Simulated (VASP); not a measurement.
# CdO (Monteponite) (Fm-3m) in VASP: notebook, part 2 of 2

VASP 6.6.1. The steps go on from the part before.

## (3) Single point, LDA

File INCAR:

```
SYSTEM = CdO
ALGO     = Normal         ! electronic algorithm
EDIFF    = 1E-6           ! SCF threshold, eV
ENCUT    = 300            ! plane-wave cutoff, eV
GGA      = CA             ! functional
ISIF     = 2              ! what is computed and relaxed
ISMEAR   = -1             ! smearing method
KPAR     = 4            
LASPH    = .TRUE.         ! aspherical terms in the spheres
LCHARG   = .FALSE.        ! write CHGCAR
LREAL    = .FALSE.        ! projectors in reciprocal space
LWAVE    = .FALSE.        ! write WAVECAR
NBANDS   = 16             ! bands
NELM     = 60             ! most SCF steps
PREC     = Accurate       ! precision mode
SIGMA    = 0.05           ! smearing width, eV
```

File KPOINTS:

```
k-points
0
G
  5 5 5
  0 0 0
```

File POSCAR:

```
CdO
1.0
    0.0000000000      2.3495000000      2.3495000000
    2.3495000000      0.0000000000      2.3495000000
    2.3495000000      2.3495000000      0.0000000000
Cd O
1 1
Direct
    0.0000000000      0.0000000000      0.0000000000
    0.5000000000      0.5000000000      0.5000000000
```

Potentials or basis: VASP PAW LDA potentials, release 64 (Cd, O).

Started as:

```
> cat potpaw_LDA.64/Cd/POTCAR potpaw_LDA.64/O/POTCAR > POTCAR
> mpirun -np 4 vasp_std > vasp.out
```

Run time: 1.7 s. Hardware: 4 MPI ranks of Intel Xeon Platinum 8488C (Sapphire Rapids), shared host; peak memory 0.11 GiB.

The run converged, but a check on its numbers failed (symmetry, net force, bounds or a known fault of this set-up), so they aren't taken as properties of the crystal.

Caveat: the k mesh is coarse (spacing up to 0.46 Å⁻¹), so the values aren't converged; the cutoff lies under the usual one of these potentials, so the numbers hold a large basis-set error; a pressure of tens of GPa on the cell as given is suspect, and the run, the potentials or the cell itself is likely at fault; this crystal is a semiconductor, whose small gap the functional closes, so the metal is an error of the method.

## (4) Single point, LDA

INCAR: that of step 3 with these lines changed.

```diff
@@ -3,3 +3,3 @@
 EDIFF    = 1E-6           ! SCF threshold, eV
-ENCUT    = 300            ! plane-wave cutoff, eV
+ENCUT    = 520            ! plane-wave cutoff, eV
 GGA      = CA             ! functional
```

File KPOINTS:

```
k-points
0
G
  11 11 11
  0 0 0
```

POSCAR is that of step 3.

Potentials or basis: VASP PAW LDA potentials, release 64 (Cd, O).

Started as:

```
> cat potpaw_LDA.64/Cd/POTCAR potpaw_LDA.64/O/POTCAR > POTCAR
> mpirun -np 4 vasp_std > vasp.out
```

OUTCAR:

```text
SYSTEM = CdO
   EDIFF = 1E-6
   ENCUT = 520
   GGA = CA
   ISIF = 2
   ISMEAR = -1
   LASPH = .TRUE.
   LREAL = .FALSE.
   NELM = 60
   PREC = Accurate

 ion  position               nearest neighbor table
   1  0.000  0.000  0.000-   2 2.35   2 2.35   2 2.35   2 2.35   2 2.35   2 2.35
   2  0.500  0.500  0.500-   1 2.35   1 2.35   1 2.35   1 2.35   1 2.35   1 2.35

  LATTYP: Found a face centered cubic cell.
 ALAT       =     4.6990000000

  Lattice vectors:

 A1 = (   0.0000000000,   2.3495000000,   2.3495000000)
 A2 = (   2.3495000000,   0.0000000000,   2.3495000000)
[... 627 lines left out ...]
      5      -4.6639      2.00000
      6      -4.3610      2.00000
[... 8 lines left out ...]
     15      20.5604      0.00000
     16      22.4449      0.00000

 [... further k-points ...]
[... 5 lines left out ...]
  --------------------------------------------------------------------------------------
  -------------------------------------------------------------------------------------
  Total       -0.7011881     -0.7011881     -0.7011881     -0.0000000     -0.0000000      0.0000000
  in kB      -43.3100580    -43.3100580    -43.3100580     -0.0000000     -0.0000000      0.0000000
  external PRESSURE =     -43.3100580 kB  Pullay stress =       0.0000000 kB

 VOLUME and BASIS-vectors are now :
 -----------------------------------------------------------------------------
  energy-cutoff  :      520.00
  volume of cell :       25.94
      direct lattice vectors                 reciprocal lattice vectors
     0.000000000  2.349500000  2.349500000    -0.212811236  0.212811236  0.212811236
     2.349500000  0.000000000  2.349500000     0.212811236 -0.212811236  0.212811236
     2.349500000  2.349500000  0.000000000     0.212811236  0.212811236 -0.212811236

 POSITION                                       TOTAL-FORCE (eV/Angst)
 -----------------------------------------------------------------------------------
      0.00000      0.00000      0.00000        -0.000000     -0.000000     -0.000000
      2.34950      2.34950      2.34950         0.000000      0.000000      0.000000
 -----------------------------------------------------------------------------------
    total drift:                                0.000000      0.000000      0.000000

  FREE ENERGIE OF THE ION-ELECTRON SYSTEM (eV)
  ---------------------------------------------------
  free  energy   TOTEN  =        -9.3312593717 eV

  energy  without entropy=       -9.3307802929  energy(sigma->0) =       -9.33101983
```

OSZICAR:

```text
N       E                     dE             d eps       ncg     rms          rms(c)
DAV:   1     0.107880524630E+03    0.10788E+03   -0.10502E+04  1968   0.116E+03
DAV:   2    -0.780483094099E+01   -0.11569E+03   -0.10559E+03  2024   0.282E+02
DAV:   3    -0.110109825727E+02   -0.32062E+01   -0.31994E+01  2168   0.509E+01
DAV:   4    -0.110188699864E+02   -0.78874E-02   -0.78873E-02  2248   0.246E+00
DAV:   5    -0.110188934753E+02   -0.23489E-04   -0.23489E-04  2232   0.120E-01    0.104E+01
DAV:   6    -0.943095411579E+01    0.15879E+01   -0.45309E+00  2440   0.367E+01    0.936E+00
DAV:   7    -0.936343799424E+01    0.67516E-01   -0.64109E-01  1928   0.784E+00    0.481E+00
DAV:   8    -0.933494955013E+01    0.28488E-01   -0.12409E-01  1880   0.289E+00    0.682E-01
DAV:   9    -0.933130846100E+01    0.36411E-02   -0.69413E-03  2296   0.851E-01    0.133E-01
DAV:  10    -0.933125616368E+01    0.52297E-04   -0.93750E-04  1896   0.283E-01    0.585E-02
DAV:  11    -0.933126074810E+01   -0.45844E-05   -0.33893E-05  2312   0.677E-02    0.101E-02
DAV:  12    -0.933125936439E+01    0.13837E-05   -0.41650E-06  1960   0.270E-02    0.268E-03
DAV:  13    -0.933125937171E+01   -0.73192E-08   -0.29330E-07  1112   0.503E-03
   1 F= -.93312594E+01 E0= -.93310198E+01  d E =-.479079E-03
```

It took 6.7 s on 4 MPI ranks of Intel Xeon Platinum 8488C (Sapphire Rapids), shared host; peak memory 0.14 GiB.

Results:

```yaml
Free_energy: -9.3313 eV
Pressure: -4.3 GPa
Band_gap_on_the_k_mesh: none (metal or under the smearing width)
```

Levels at points of the mesh, in eV from the Fermi level:
| k point | band 7 | band 8 | band 9 | band 10 | band 11 | band 12 |
| --- | --- | --- | --- | --- | --- | --- |
| (0.00, 0.00, 0.00) | -1.54 | -1.54 | -1.54 | -0.68 | 14.64 | 16.70 |

Caveat: this crystal is a semiconductor, whose small gap the functional closes, so the metal is an error of the method.
